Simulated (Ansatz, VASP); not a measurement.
Ni: VASP beside Ansatz

```
Ni
1.0
     0.00000    1.73757    1.73757
     1.73757    0.00000    1.73757
     1.73757    1.73757    0.00000
Ni
1
Direct
  0.00000 0.00000 0.00000
```

Alike in both runs: task relaxation of cell and atoms; functional revPBE; dispersion D3(BJ); k mesh 13 × 13 × 13; occupations fermi-dirac, width 0.05 eV; collinear spin.

```csv
,VASP,Ansatz
version,VASP 6.6.1,Ansatz 0.2.0
potentials or method,"VASP PAW PBE potentials, release 64 (Ni), cutoff 600 eV","all-electron LAPW, scalar-relativistic"
```

Ansatz gave:

| Quantity | Value |
| --- | --- |
| net moment per atom (μB) | 0.63 |
| size of the moment on the site where the two differ most (μB) | 0.66 |
| relaxed volume (Å³/atom) | 10.38 |
| relaxed cell length with the largest relative difference (Å) | 2.448 |

Question: Estimate VASP's values.

Answer: net moment per atom (μB): 0.62; size of the moment on the site where the two differ most (μB): 0.63; relaxed volume (Å³/atom): 10.37; relaxed cell length with the largest relative difference (Å): 2.448.

Site moments also hang on the region over which each program counts them. Ansatz ran all-electron here, so the differences hold the error of VASP's frozen core and of both bases.

Caveats: the PAW data sets were made with another functional, which shifts forces and pressure a little (VASP); pairwise dispersion overbinds metals, which lowers pressure and volume (VASP).
